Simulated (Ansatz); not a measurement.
## Hf2Si: enthalpy against pressure

Hf2Si, I4/mcm, a = 6.511 Å, c = 5.143 Å. The structure is a Materials Project entry; whether it is the stable form wasn't checked. Ansatz: PBEsol, PAW, 420 eV, Γ-centred 10×10×10 mesh on 6 atoms, Gaussian smearing 0.10 eV; no spin polarisation. Cell and atoms are relaxed at each pressure, and no other structure is tried, so the rows at high pressure may lie past a change of phase. y is the enthalpy over the state at zero pressure; there V0 = 18.168 Å³/atom. The pressures are the targets, met within 0.01 GPa.

| P (GPa) | y (eV/atom) |
| --- | --- |
| -1.0 | -0.1138 |
| 0.0 | 0.0000 |
| 1.0 | 0.1130 |
| 4.0 | 0.4477 |
| 12.0 | ? |
| 25.0 | 2.6427 |
| 50.0 | 5.0115 |
| 90.0 | 8.4358 |

Task: Fit y = c1 P + c2 P² + c3 P³ to the other rows, say what c1 and c2 mean, and predict the missing value.

Result: Least squares on the rows shown. y = 0.11243 P − 0.00028972 P² + 9.1068×10⁻⁷ P³. Since dH/dP = V, c1 is V0: 0.11243 eV/GPa × 160.2 = 18.011 Å³ against 18.168; c2 = −V0/(2B0) gives B0 = 194 GPa, where a Birch–Murnaghan fit to the volumes of the same runs (not shown) gives 149 GPa: a cubic over this range folds the higher terms into c2. At P = 12.0 the fit asked for gives 1.3090 eV/atom. The run gave 1.3118 eV/atom, so the fit is 0.0028 eV/atom too low, 0.033 % of the span of the series, against an rms of 0.0013 eV/atom on the fitted rows. With a term in P⁴ added, a fit to the same known rows predicts 1.3122 eV/atom, so most of the miss is curvature that the known rows already hold.

Spin–orbit coupling is left out, which can shift energies with elements as heavy as these.